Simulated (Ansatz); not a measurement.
**Structures of HfO₂: which is lowest?**

Plane-wave DFT in Ansatz with scalar-relativistic PAW potentials, cutoff 500 eV, Γ-centred meshes chosen by cell and gap, Gaussian smearing with energies taken to zero width. Every cell was relaxed (cell and atoms) in a run of its own, within the symmetry of its start. Functional: r2SCAN.

Relaxed structures (starts from databases or built by putting these elements on another compound's sites):
A. P4_2/mnm, 6 atoms in the computed cell, a = 4.838 Å, c = 3.220 Å; sites (symmetry × multiplicity) Hf m.mm × 2, O m.2m × 4; start: database
B. P2_1/c, 12 atoms in the computed cell, a = 5.114 Å, b = 5.182 Å, c = 5.295 Å, β = 99.5°; sites (symmetry × multiplicity) Hf 1 × 4, O 1 × 4 + 1 × 4; start: database
C. P4_2/nmc, 6 atoms in the computed cell, a = 3.577 Å, c = 5.203 Å; sites (symmetry × multiplicity) Hf -4m2 × 2, O 2mm. × 4; start: database
D. Fm-3m, 3 atoms in the computed cell, a = 5.058 Å; sites (symmetry × multiplicity) Hf m-3m × 4, O -43m × 8; start: database
E. Pca2_1, 12 atoms in the computed cell, a = 5.247 Å, b = 5.031 Å, c = 5.059 Å; sites (symmetry × multiplicity) Hf 1 × 4, O 1 × 4 + 1 × 4; start: database
F. Pbca, 24 atoms in the computed cell, a = 5.063 Å, b = 10.012 Å, c = 5.230 Å; sites (symmetry × multiplicity) Hf 1 × 8, O 1 × 8 + 1 × 8; start: database
G. I4_1/amd, 6 atoms in the computed cell, a = 3.992 Å, c = 10.551 Å; sites (symmetry × multiplicity) Hf -4m2 × 4, O 2mm. × 8; start: built

**Question.** Rank them by energy. Could pressure change the order?

**Answer.**
| structure | group | E − E(lowest) (meV/atom) | V (Å³/atom) | gap on mesh (eV) |
| --- | --- | --- | --- | --- |
| B | P2_1/c | 0.0 | 11.54 | 4.59 |
| F | Pbca | 15.3 | 11.05 | 4.84 |
| E | Pca2_1 | 20.6 | 11.13 | 4.96 |
| G | I4_1/amd | 34 | 14.01 | 5.03 |
| A | P4_2/mnm | 41 | 12.56 | 4.53 |
| C | P4_2/nmc | 48 | 11.09 | 5.26 |
| D | Fm-3m | 81 | 10.79 | 4.30 |

B is lowest, 15 meV/atom under F. F is denser by 0.49 Å³/atom, so pressure favours it: ΔE/ΔV, with ΔE in eV and 1 eV/Å³ = 160.2 GPa, gives about 5 GPa for equal enthalpy if both cells were rigid, a rough figure since the two compress differently. Other structures may lie lower than all of these, and vibrations aren't counted.

Spin-orbit coupling is left out, which matters for the bands of heavy elements.